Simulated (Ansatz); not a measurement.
# ZnO (wurtzite): gap against strain (epitaxial in the xy plane)

Wurtzite ZnO, relaxed with r2SCAN in the PAW code Ansatz, then strained (epitaxial in the xy plane; changes of length per length, axes as in the cell below) with the atoms relaxed again within the symmetry that is left. The symmetry is P6_3mc (No. 186, hexagonal); a = 3.235 Å, c = 5.211 Å in the conventional setting, 11.81 Å³ an atom. Zn is surrounded by 4 O at 1.97–1.98 Å; O is surrounded by 4 Zn at 1.97–1.98 Å. No spin polarisation and no zero-point or thermal motion.

```xyz
4
Lattice="3.2353 0.0000 0.0000 -1.6177 2.8019 0.0000 0.0000 0.0000 5.2110" Properties=species:S:1:pos:R:3 pbc="T T T"
Zn    0.0000    1.8679   -0.0122
Zn    1.6177    0.9340    2.5932
O     0.0000    1.8679    1.9663
O     1.6177    0.9340    4.5718
```

Gaps are the least over each mesh (PBE 12×12×6, r2SCAN 12×12×6, HSE06 6×6×4 when unstrained) and the special points, which keep their unstrained names; stress is the change from the unstrained cell, compression positive.

```
strain (%)  free normal strain (%)  gap, PBE (eV)  gap, r2SCAN (eV)  gap, HSE06 (eV)  edges, HSE06  in-plane stress, r2SCAN (GPa)  energy rise, r2SCAN (meV/atom)
      -1.5                   +1.51          0.785             1.219            2.518             Γ                          +3.41                             3.7
       0.0                    0.00          0.808             1.238            2.532             Γ                           0.00                             0.0
      +0.5                   -0.50          0.813             1.242            2.534             Γ                          -1.13                             0.4
      +1.1                   -1.14          0.820             1.247            2.536             Γ                          -2.42                             2.0
      +4.0                   -4.50          0.832             1.260            2.523             Γ                          -7.93                            24.5
```

Between zero and the nearest strains the slope of the HSE06 gap against strain is +0.010 eV per percent for negative and +0.003 for positive strain.

The meshes of the hybrids are coarse, so their gaps aren't converged to the digits shown.
